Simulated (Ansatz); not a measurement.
## Elastic constants of Ti₃Si: input and output

The calculation used DFT PBEsol, scalar-relativistic, plane waves, PAW in Ansatz.

Launched with:
```bash
ansatz run input.yaml --threads 2 --pin off --max-ram 7168MiB --backend cpu --events-out ev --progress --plain --runs-dir out
```

Input (bare energies are in eV):
```yaml
crystal:
  lattice:
    - [5.5798487671, 0.0, 0.0]
    - [-2.7899243836, 4.8322907816, 0.0]
    - [0.0, 0.0, 4.488098078]
  atoms:
    - { symbol: Ti, position: [0.3426839998, 0.1713419999, 0.75] }
    - { symbol: Ti, position: [0.8286580001, 0.1713419999, 0.75] }
    - { symbol: Ti, position: [0.8286580001, 0.6573160002, 0.75] }
    - { symbol: Ti, position: [0.6573160002, 0.8286580001, 0.25] }
    - { symbol: Ti, position: [0.1713419999, 0.8286580001, 0.25] }
    - { symbol: Ti, position: [0.1713419999, 0.3426839998, 0.25] }
    - { symbol: Si, position: [0.3333333333, 0.6666666667, 0.75] }
    - { symbol: Si, position: [0.6666666667, 0.3333333333, 0.25] }
basis:
  ecutwfc: 420
kpoints:
  mp_grid: { grid: [6, 6, 8] }
hamiltonian:
  xc: pbesol
scf:
  occupations: { method: fermi_dirac, width: 0.15 }
output:
  forces: true
  stress: true
  eigenvalues: true
elastic:
  mode: relaxed_ion
  amplitude: 0.005
  stencil: two_point
```

From the output:
```
--- Elastic constants: 3 strain directions × 2 members + reference (group order 24) ---
  dense FFT box of the reference and of every strained cell: 40×40×32
  strains applied: 11, 33, 23; error gains: componentwise 1.00 (the most a stress slope's error grows in a printed constant), spectral 1.41 (1 for all six strains in a standard setting)
  reference relaxed by the batch: 3 steps; max|allowed force component| 1.99e-4 eV/Å at the deck's positions, 7.05e-8 at the last accepted step, 7.10e-8 by the solve of record
  largest displacement 1.4e-5 Å; the constants are those of the deck's cell at these positions:
  atoms:
    - { symbol: Ti, position: [0.34268118450520346, 0.17134059225260176, 0.75] }
    - { symbol: Ti, position: [0.8286594077473982, 0.17134059225260176, 0.75] }
    - { symbol: Ti, position: [0.8286594077473981, 0.6573188154947964, 0.75] }
    - { symbol: Ti, position: [0.6573188154947963, 0.8286594077473981, 0.25] }
    - { symbol: Ti, position: [0.1713405922526017, 0.8286594077473982, 0.25] }
    - { symbol: Ti, position: [0.17134059225260176, 0.3426811845052036, 0.25] }
    - { symbol: Si, position: [0.33333333333333326, 0.6666666666666667, 0.75] }
    - { symbol: Si, position: [0.6666666666666667, 0.3333333333333333, 0.25] }
  C = ∂σ_k/∂η_j (tension-positive GPa; Voigt order 11 22 33 23 13 12):
        25.377    301.613     90.548     -0.000      0.000     -0.000
       301.613     25.377     90.548      0.000     -0.000      0.000
        90.447     90.447    259.384     -0.000      0.000     -0.000
        -0.000      0.000     -0.000     63.713      0.000     -0.000
        -0.000      0.000      0.000      0.000     63.713     -0.000
        -0.000      0.000     -0.000      0.000      0.000   -138.118
  reference stress σ⁰ (GPa):      0.001      0.001     -0.002     -0.000      0.000      0.000
  C* (energy form; C + prestress term) asymmetry max|C*_kj − C*_jk| = 1.051e-1 GPa — a small one proves nothing (zero by symmetry where the batch's group is 432, −43m or m−3m); a large one is finite-difference/SCF noise where every solve ...
  moduli (Voigt/Reuss/Hill, GPa): K = 141.71/141.47/141.59   G = -13.64/170.45/78.41   E = 198.57   ν = 0.266
  mechanically stable: NO (min eigenvalue of sym C = -276.24 GPa)
  strain η (Voigt 11):  stress-route row diagonal C_11 = 25.38 GPa, energy-path curvature d²(F+E_count+ΔE)/dδ²/Ω₀ = 20.46 GPa
         δ    σ_11 (GPa) F (eV) n_scf n_hpsi n_pw
    -5.000e-3      -0.1204      -16090.7750744      13   65685   2375   relax 7 steps, max|allowed force component| 6.69e-6 eV/Å
     5.000e-3       0.1334      -16090.7750471      13   65696   2415   relax 7 steps, max|allowed force component| 8.14e-6 eV/Å
  strain η (Voigt 33):  stress-route row diagonal C_33 = 259.38 GPa, energy-path curvature d²(F+E_count+ΔE)/dδ²/Ω₀ = 259.38 GPa
         δ    σ_33 (GPa) F (eV) n_scf n_hpsi n_pw
    -5.000e-3      -1.3193      -16090.7727740      12   33179   2379   relax 2 steps, max|allowed force component| 4.52e-5 eV/Å
     5.000e-3       1.2745      -16090.7728307      14   37532   2415   relax 3 steps, max|allowed force component| 3.95e-8 eV/Å
  strain η (Voigt 23):  stress-route row diagonal C_44 = 63.71 GPa, energy-path curvature d²(F+E_count+ΔE)/dδ²/Ω₀ = 63.71 GPa
         δ    σ_23 (GPa) F (eV) n_scf n_hpsi n_pw
    -5.000e-3      -0.3186      -16090.7746492      13   89820   2397   relax 6 steps, max|allowed force component| 5.66e-6 eV/Å
     5.000e-3       0.3186      -16090.7746492      13   90122   2397   relax 5 steps, max|allowed force component| 1.11e-5 eV/Å
```

Time: 13 min on 2 threads of Arm Neoverse V1, with other jobs on the host, peak memory 0.77 GiB.

In a metal, frequencies and elastic constants depend on the k mesh and the smearing, soft modes and shear constants most.

As the tensor has a negative eigenvalue, the Reuss and Hill moduli of a polycrystal, and E and ν formed from them, have no physical meaning here.